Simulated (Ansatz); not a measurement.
All numbers below come from DFT PBE, scalar-relativistic, plane waves, PAW in Ansatz. Settings: cutoff 420 eV, Γ-centred meshes spaced at most about 0.3 Å⁻¹, and about 0.25 Å⁻¹ or finer for metals (2π included), Gaussian smearing. No spin polarisation.

Temperature and zero-point effects are left out.

Two relaxed structures of InPd:

A.

```xyz
2
Lattice="3.3053 0.0000 0.0000 0.0000 3.3053 0.0000 0.0000 0.0000 3.3053" Properties=species:S:1:pos:R:3 pbc="T T T"
In    0.0000    0.0000    0.0000
Pd    1.6526    1.6526    1.6526
```

B.

```xyz
2
Lattice="1.5902 0.9181 4.2852 -1.5902 0.9181 4.2852 0.0000 -1.8363 4.2852" Properties=species:S:1:pos:R:3 pbc="T T T"
In    0.0000    0.0000    0.0000
Pd    0.0000    0.0000    6.4278
```

Question: Which form is favoured at zero pressure, and by what margin per atom?

Answer: A is lower, by 117 meV/atom. A has the caesium chloride type, space group Pm-3m (No. 221), 18.1 Å³/atom and no gap on its mesh; B has the CuPt (L1_1) type, space group R-3m (No. 166), 18.8 Å³/atom and no gap. Counting all near atoms (those within 1.25 times the shortest distance at each site; a plus sign parts nearer from farther groups), A has In 8+6, Pd 8+6 and B has In 6+6, Pd 6+6. The denser one is the lower, and pressure would at first widen the difference. In A, In is surrounded by 8 Pd at 2.86 Å and 6 In at 3.31 Å; Pd is surrounded by 8 In at 2.86 Å and 6 Pd at 3.31 Å. In B, In is surrounded by 6 Pd at 2.82 Å and 6 In at 3.18 Å; around Pd lie 6 In at 2.82 Å and 6 Pd at 3.18 Å. Origin: A, reached from a Materials Project cell; B, invented.

Cells relaxed within their symmetry can be saddle points.
